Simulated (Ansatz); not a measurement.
The system is BN.

```xyz
2
Lattice="1.2511 0.7223 3.3729 -1.2511 0.7223 3.3729 0.0000 -1.4447 3.3729" Properties=species:S:1:pos:R:3 pbc="T T T"
N     0.0000    0.0000    6.7517
B     0.0000    0.0000    0.0033
```

The cell is a database's computed one.

Base run:

* Program: Ansatz 0.2.0
* Functional: RPBE
* Potentials or basis: Ansatz PAW
* Cutoff: 420 eV (not typed: the program's choice for these potentials)
* k mesh: 12 × 12 × 12
* Occupations: fermi-dirac, width 0.05 eV
* Spin: no spin polarisation

Its results: band gap on the k mesh 4.40 eV, indirect (least direct gap 4.77 eV); pressure 7.4 GPa; largest force 0.003 eV/Å.

**Question.** The run is repeated on the same cell with these changes: functional from RPBE to revPBE. What comes out?

**Answer.** Band gap on the k mesh 4.37 eV, indirect (least direct gap 4.76 eV); pressure 6.5 GPa; largest force 0.003 eV/Å.

Caveats: the PAW data sets come from PBE, with cores solved anew for the run's functional, which leaves a small shift of forces and pressure.

A k mesh can miss the band edges.
